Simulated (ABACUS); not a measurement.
Runs of ABACUS 3.10.1 on Ag. It takes space group Fm-3m (No. 225, cubic). Conventional cell: a = 4.085 Å, b = 4.085 Å, c = 4.085 Å, α = 90.00°, β = 90.00°, γ = 90.00°. Around Ag (site symmetry m-3m) lie 12 Ag at 2.89 Å. 

```csv
task,level,potentials or basis,k mesh,cutoff (eV),SCF threshold on the density,eigensolver,symmetry key,threshold of the eigensolver,path,mesh quality,gap on the mesh (eV),pressure (GPa),V0 of scaled cells (Å³/atom),B0 (GPa)
single point,r2SCAN,"SG15 ONCV 1.2 PBE, plane waves",7 × 7 × 7,1293,1e-08,dav,1,-,-,coarse,none,-0.1,-,-
equation of state,r2SCAN,"SG15 ONCV 1.2 PBE, plane waves",7 × 7 × 7,1293,1e-08,dav,1,-,-,coarse,-,-,17.04,(b)
single point,HLE16,"PseudoDojo NC SR 0.4.1 PBE standard, plane waves",9 × 9 × 9,1116,1e-08,dav,1,-,-,not flagged,none,-7.1,-,-
equation of state,SCAN,"SG15 ONCV 1.2 PBE, DZP LCAO (the cutoffs set its grid)",8 × 8 × 8,1361,1e-07,scalapack_gvx,1,-,-,not flagged,-,-,17.10,(a)
```

Alike in all rows: no spin polarisation; cell as given; smearing fermi-dirac 0.05 eV.

Problem. Estimate the missing entries.

Solution. (a) 108; (b) 110.

Caveats: some runs use coarse meshes; the potentials were made for another functional, which shifts forces and pressure; the potentials were made for a functional far from this one (some runs); the atomic orbitals were generated for these runs and aren't a published set (some runs); the basis of atomic orbitals isn't converged, which shifts pressures, moduli and gaps (some runs).

A k mesh can miss the band edges, and the runs leave out spin-orbit coupling on Ag.

A gap of «none» marks a metal or a gap under the smearing width.
